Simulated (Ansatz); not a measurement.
Runs of Ansatz 0.2.0 on FeO (Wuestite). It takes space group R-3m (No. 166, trigonal). The conventional cell has a = 3.038 Å, b = 3.038 Å, c = 7.559 Å, α = 90.00°, β = 90.00°, γ = 120.00°. Around Fe (site symmetry -3m) lie 6 O at 2.16 Å. O (site symmetry -3m) has 6 Fe at 2.16 Å as nearest neighbours. 

```csv
task,level,spin,cutoff (eV),points for each segment of the path,gap on the mesh (eV),pressure (GPa),moment (μB)
single point,PBEsol,off,420,-,none,-34.3,-
single point,PBEsol,"collinear, random start",420,-,none,-9.4,4.00
band structure,LDA,"collinear, ferromagnetic start",420,14,none,-16.4,4.00
single point,PBEsol,"collinear, ferromagnetic start",420,-,none,-9.4,4.00
band structure,r2SCAN,"collinear, ferromagnetic start",500,14,none,(a),4.00
band structure,PBE,"collinear, ferromagnetic start",420,14,none,-1.2,4.00
```

Alike in all rows: potentials or basis Ansatz PAW; cell as given; k mesh 11 × 11 × 11; smearing fermi-dirac 0.05 eV.

Question: Fill in the values left out.

Answer: (a) -5.8.

Caveats: semilocal functionals often make such compounds metallic where correlation or magnetic order opens a gap, which also shifts bond lengths; the PAW data sets come from PBE, with cores solved anew for the run's functional, which leaves a small shift of forces and pressure (some runs); a cell with one magnetic atom can't hold antiferromagnetic order, which such compounds often take (some runs); a pressure of tens of GPa on the cell as given is suspect, and the run, the potentials or the cell itself is likely at fault (some runs); the magnetic or orbital state may not be the lowest (some runs).

A gap of «none» marks a metal or a gap under the smearing width.
